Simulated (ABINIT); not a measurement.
Runs of ABINIT 10.8.3 (patched build) on HgSe. It takes space group F-43m (No. 216, cubic). Conventional cell: a = 6.078 Å, b = 6.078 Å, c = 6.078 Å, α = 90.00°, β = 90.00°, γ = 90.00°. Hg (site symmetry -43m) has 4 Se at 2.63 Å as nearest neighbours. Around Se (site symmetry -43m) lie 4 Hg at 2.63 Å. 

| task | level | potentials or basis | k mesh | cutoff (eV) | fine-grid cutoff | gap on the mesh (eV) | pressure (GPa) |
| --- | --- | --- | --- | --- | --- | --- | --- |
| single point | PBE | PseudoDojo NC SR PBE v0.4.1 standard | 6 × 6 × 6 | 1061 | - | none | (a) |
| band structure | BLYP | JTH PAW PBE v2.0 | 8 × 8 × 8 | 544 | 1088.46 eV | none | 8.5 |
| band structure | BP86 | JTH PAW PBE v2.0 | 8 × 8 × 8 | 544 | 1088.46 eV | none | 5.1 |
| single point | PBEsol | JTH PAW PBE v2.0 | 5 × 5 × 5 | 544 | 1088.46 eV | none | (b) |
| single point | PBEsol | PseudoDojo NC SR PBEsol v0.4.1 standard | 6 × 6 × 6 | 1061 | - | none | 1.2 |

Alike in all rows: no spin polarisation; cell as given; smearing fermi-dirac 0.05 eV.

Fill in the values left out.

(a) 4.4; (b) 1.8.

Caveats: the PAW data sets were made with another functional, which shifts forces and pressure a little (some runs); spin-orbit coupling is left out, which moves the levels of the heavy elements (some runs).

A k mesh can miss the band edges, and the runs leave out spin-orbit coupling on Hg, Se.

A gap of «none» marks a metal or a gap under the smearing width.

The runs don't all hold the same shells in valence.
